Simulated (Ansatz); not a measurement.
# MnO2 (P-3m1) in Ansatz: equation of state

Aim: energy against volume of MnO2 in PBEsol, for its equilibrium volume and stiffness.

Program: Ansatz 0.2.0. These are calculated values, not measurements. Logs are shortened: lines on timing, memory, paths and dates and some standing lists are left out, and cuts for length are marked.

## (1) The structure

Symmetry: P-3m1, No. 164, trigonal system. The conventional cell has a = 2.857 Å, b = 2.857 Å, c = 4.601 Å, α = 90.00°, β = 90.00°, γ = 120.00°. Mn (site symmetry -3m) has 6 O at 1.90 Å as nearest neighbours. Around O (site symmetry 3m) lie 3 Mn at 1.90 Å.

Measurements of this composition are mostly on another form, of space group No. 136.

## (2) Equation of state, PBEsol, collinear spin, ferromagnetic start

Potentials or basis: all-electron LAPW, scalar-relativistic.

No new run: the results of the series are fitted here.

Results:

| Property | Result |
| --- | --- |
| Equilibrium volume | 10.72 Å³/atom |
| Bulk modulus at fixed shape and positions | 205 GPa |
| Pressure derivative of the bulk modulus | 4.6 |

Energy against volume, from the lowest point:
```
volume (Å³/atom)  energy (meV/atom)
          10.189              18.27
          10.405               5.81
          10.622               0.00
          10.839               0.12
          11.056               5.55
          11.273              15.71
          11.489              30.09
```

Caveat: the cell was scaled at fixed shape and fractional positions, which overstates the stiffness of a crystal with free parameters, most of all of layers and chains.
